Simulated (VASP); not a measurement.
Te2Mo: single point with PBE

Crystal: Te2Mo.

```
CELL_PARAMETERS angstrom
0.00000 3.31483 3.31483
3.31483 0.00000 3.31483
3.31483 3.31483 0.00000
ATOMIC_POSITIONS crystal
Mo 0.00000 0.00000 0.00000
Te 0.25000 0.25000 0.25000
Te 0.75000 0.75000 0.75000
```

The cell was built by a generator and needn't be a form met in nature.

```json
{
 "Program": "VASP 6.6.1",
 "Task": "single point",
 "Functional": "PBE",
 "Potentials or basis": "VASP PAW PBE potentials, release 64 (Mo_sv, Te)",
 "Cutoff": "520 eV",
 "k mesh": "6 × 6 × 6",
 "Occupations": "fermi-dirac, width 0.02 eV",
 "Spin": "no spin polarisation"
}
```

```
Pressure               : 0.7 GPa
Band gap on the k mesh : none (metal or under the smearing width)
```

Levels at points of the mesh, in eV from the Fermi level:
| k point | band 10 | band 11 | band 12 | band 13 | band 14 | band 15 | band 16 | band 17 |
| --- | --- | --- | --- | --- | --- | --- | --- | --- |
| (0.00, 0.00, 0.00) | -0.73 | -0.73 | 0.17 | 0.17 | 0.17 | 3.25 | 3.25 | 3.25 |
| (0.50, 0.00, 0.00) | -2.55 | -2.55 | -2.33 | -0.45 | -0.45 | 1.30 | 3.22 | 3.22 |
| (0.50, 0.50, 0.00) | -1.73 | -1.73 | -0.85 | -0.15 | 1.29 | 2.36 | 3.76 | 3.76 |

Run time: 16 s on 1 thread of Intel(R) Xeon(R) Platinum 8488C (Sapphire Rapids) (shared host), peak memory 0.21 GiB.

Spin-orbit coupling is left out, which matters for the levels of Te.
